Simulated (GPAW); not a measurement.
Crystal: SnTe.

```
Te Sn
1.0
     0.00000    3.15085    3.15085
     3.15085    0.00000    3.15085
     3.15085    3.15085    0.00000
Te Sn
1 1
Cartesian
  3.1509 3.1509 3.1509
  0.0000 0.0000 0.0000
```

Base run:

| Property | Result |
| --- | --- |
| Program | GPAW 26.7.0 |
| Functional | GLLB-SC |
| Potentials or basis | the program's PAW data sets (release 1.2.1) made for this functional |
| Cutoff | 400 eV |
| Basis | pw |
| k mesh | 6 × 6 × 6 |
| Occupations | fermi-dirac, width 0.001 eV |
| Spin | no spin polarisation |

Its results: band gap on the k mesh, kohn-sham part alone 0.02 eV, direct; electronic dielectric tensor (diagonal) 2904.62.

Question: The run is repeated on the same cell with these changes: functional from GLLB-SC to LDA. What comes out?

Answer: Band gap on the k mesh 0.11 eV, direct; electronic dielectric tensor (diagonal) 74.77.

Caveats: the gap is small at this level, which inflates the dielectric constant; the long-wavelength limit can be off by a per cent or two; spin-orbit coupling is left out, which moves the levels of the heavy elements; a model potential gives levels but no total energy (some runs); response on these states lacks terms of the Hamiltonian (some runs).

A k mesh can miss the band edges.
